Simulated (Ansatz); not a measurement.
Wanted: the native input for an Ansatz 0.2.0 run.

```
Task                                : band structure
Functional                          : BLYP
Potentials or basis                 : Ansatz PAW
Cutoff                              : 420 eV (not typed: the program's choice for these potentials)
k mesh                              : 11 × 11 × 11
Occupations                         : fermi-dirac, width 0.05 eV
Spin                                : no spin polarisation
Path                                : [["G", "X", "W", "K", "G", "L", "U", "W", "L", "K"], ["U", "X"]]
Points for each segment of the path : 14
```

AlN:

```
CELL_PARAMETERS angstrom
0.00000 2.03452 2.03452
2.03452 0.00000 2.03452
2.03452 2.03452 0.00000
ATOMIC_POSITIONS crystal
Al 0.50000 0.50000 0.50000
N 0.00000 0.00000 0.00000
```

Measurements of this composition are mostly on another form, of space group No. 186.

One way to write it, as run:

input.yaml

```yaml
crystal:
  lattice:
    - [0.0, 2.034518, 2.034518]
    - [2.034518, 0.0, 2.034518]
    - [2.034518, 2.034518, 0.0]
  atoms:
    - { symbol: Al, position: [0.5, 0.5, 0.5] }
    - { symbol: "N", position: [0.0, 0.0, 0.0] }
hamiltonian:
  xc: blyp
  pseudopotentials: { kind: paw }
kpoints:
  mp_grid: { grid: [11, 11, 11] }
  band_path:
    path:
      - [[0.0, 0.0, 0.0], [0.5, 0.0, 0.5], [0.5, 0.25, 0.75], [0.375, 0.375, 0.75], [0.0, 0.0, 0.0], [0.5, 0.5, 0.5], [0.625, 0.25, 0.625], [0.5, 0.25, 0.75], [0.5, 0.5, 0.5], [0.375, 0.375, 0.75]]
      - [[0.625, 0.25, 0.625], [0.5, 0.0, 0.5]]
    npoints: 14
scf:
  occupations: { method: fermi_dirac, width: 0.05 }
  n_extra_bands: 6
output:
  forces: true
  stress: true
  eigenvalues: true
  fatbands: false
```

Potentials or basis: Ansatz PAW.

Run with:

```console
$ ansatz run input.yaml --threads 2 --pin off --max-ram 5632MiB --backend cpu --events-out ev --progress --plain --runs-dir out
```

It gave:

| Item | Value |
| --- | --- |
| Pressure | 4.5 GPa |
| Band gap on the k mesh | 4.66 eV, indirect (least direct gap 5.64 eV) |
| Band gap along the path | 4.53 eV, indirect (least direct gap 5.64 eV) |

Caveat: the k mesh misses the band edges, so the gap on the mesh is wider than the one along the path; the pressure holds a Pulay correction of +0.6 GPa for the finite cutoff; the PAW data sets come from PBE, with cores solved anew for the run's functional, which leaves a small shift of forces and pressure.

It took 0.7 s on 2 threads of Arm Neoverse V2 (shared host), peak memory 0.24 GiB.
